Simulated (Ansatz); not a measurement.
# BN: energy against volume in PBE, exact exchange and the RPA

One table from this session's results is given with a row withheld; the runs are named, their logs left out.

The runs shown are made with Ansatz 0.2.0. PBE orbitals, norm-conserving pseudopotentials, plane waves. The values are computed, spin-unpolarised, and not measurements.

## The system as given

The cell was relaxed beforehand with r2SCAN; volume changes: +0 %, -5 %, +5 %, -10 %, +10 %.

It is trigonal, R3m (No. 160); a = 2.501 Å, c = 10.309 Å in the conventional setting, 9.30 Å³ an atom. Around B lie 3 N at 1.44 Å; around N lie 3 B at 1.44 Å.

Structure file:

```cif
data_structure
_symmetry_space_group_name_H-M 'P 1'
_symmetry_Int_Tables_number 1
_cell_length_a 3.7273
_cell_length_b 3.7273
_cell_length_c 3.7273
_cell_angle_alpha 39.199
_cell_angle_beta 39.199
_cell_angle_gamma 39.199
_cell_volume 18.61
loop_
_atom_site_label
_atom_site_type_symbol
_atom_site_fract_x
_atom_site_fract_y
_atom_site_fract_z
_atom_site_occupancy
B1 B 0.99962 0.99962 0.99962 1
N1 N 0.33281 0.33281 0.33281 1
```

The first run:

The input, input.yaml:

```yaml
crystal:
  lattice:
    - [1.2503119188, 0.7218679229, 3.4363418923]
    - [-1.2503119188, 0.7218679229, 3.4363418923]
    - [0.0, -1.4437358458, 3.4363418923]
  atoms:
    - { symbol: B, position: [0.9996208157, 0.9996208157, 0.9996208157] }
    - { symbol: "N", position: [0.3328121843, 0.3328121843, 0.3328121843] }
kpoints:
  mp_grid: { grid: [6, 6, 6] }
hamiltonian:
  xc: pbe
  pseudopotentials: { kind: nc }
scf:
  occupations: { method: fixed }
output:
  rpa_energy:
    ecut_chi_ladder: [254, 285, 316, 351, 386]
    long_wavelength: optical_limit
basis:
  ecutwfc: 1240.0
```

Steps of the session up to this table: The unscaled cell; Volume -5 %; Volume +5 %; Volume -10 %; Volume +10 %.

One of the session's tables, all rows but one given; the rest of the session is left out.

Energies in meV/atom from the unscaled cell:

```
volume (Å³/atom)    PBE  exact exchange  EXX+RPA  RPA correlation
           8.374  105.3            61.1     93.6             32.4
           8.839      ?               ?        ?                ?
           9.305    0.0             0.0      0.0              0.0
           9.770    4.8            29.7     11.4            -18.3
          10.235   37.8            89.1     49.7            -39.3
```

Estimate the missing values for volume (Å³/atom) = 8.839.

Worked estimate for «PBE». A straight line through the neighbours (8.374, 105.3) and (9.305, 0.0) gives 105.3 + (0.0 − 105.3) × (8.839 − 8.374) / (9.305 − 8.374) = 52.7; a parabola fitted to 3 rows on both sides gives 33.5.

**Answer.** PBE: 30.5; exact exchange: 7.4; EXX+RPA: 24.7; RPA correlation: 17.3. In «PBE» the line misses by +22.2 and the parabola by +3.0.
